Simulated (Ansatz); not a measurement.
The system is BeS.

```
CELL_PARAMETERS angstrom
0.00000 2.42500 2.42500
2.42500 0.00000 2.42500
2.42500 2.42500 0.00000
ATOMIC_POSITIONS crystal
S 0.75000 0.75000 0.75000
Be 0.00000 0.00000 0.00000
```

- Program: Ansatz 0.2.0
- Task: relaxation of cell and atoms
- Functional: HF
- Potentials or basis: Ansatz PAW
- Cutoff: 420 eV (not typed: the program's choice for these potentials)
- k mesh: 5 × 5 × 5
- Occupations: fermi-dirac, width 0.05 eV
- Spin: no spin polarisation

At the start: volume 14.26 Å³/atom.

**Question.** Where does the relaxation end?

**Answer.** It ends after 5 steps and the volume is 15.13 Å³/atom (+6.1 %); space group F-43m (No. 216, to 0.05 Å).

The path:
```
step  energy change (eV)  largest force (eV/Å)  volume (Å³)
   1              0.0000                0.0000        28.52
   2             -0.0281                0.0000        29.63
   3             -0.0318                0.0000        30.21
   4             -0.0318                0.0000        30.26
   5             -0.0331                0.0000        30.26
```

Final structure:
```xyz
2
Lattice="0.0000 2.4733 2.4733 2.4733 0.0000 2.4733 2.4733 2.4733 0.0000" Properties=species:S:1:pos:R:3 pbc="T T T"
S     3.7099    3.7099    3.7099
Be    0.0000    0.0000    0.0000
```

Caveat: the k mesh is coarse (spacing up to 0.45 Å⁻¹), so the values aren't converged, least of all with exact exchange; the plane-wave basis is chosen anew once the cell has moved, so the energies of steps on either side of that aren't comparable; the PAW data sets come from PBE, with cores solved anew for the run's functional, which leaves a small shift of forces and pressure.
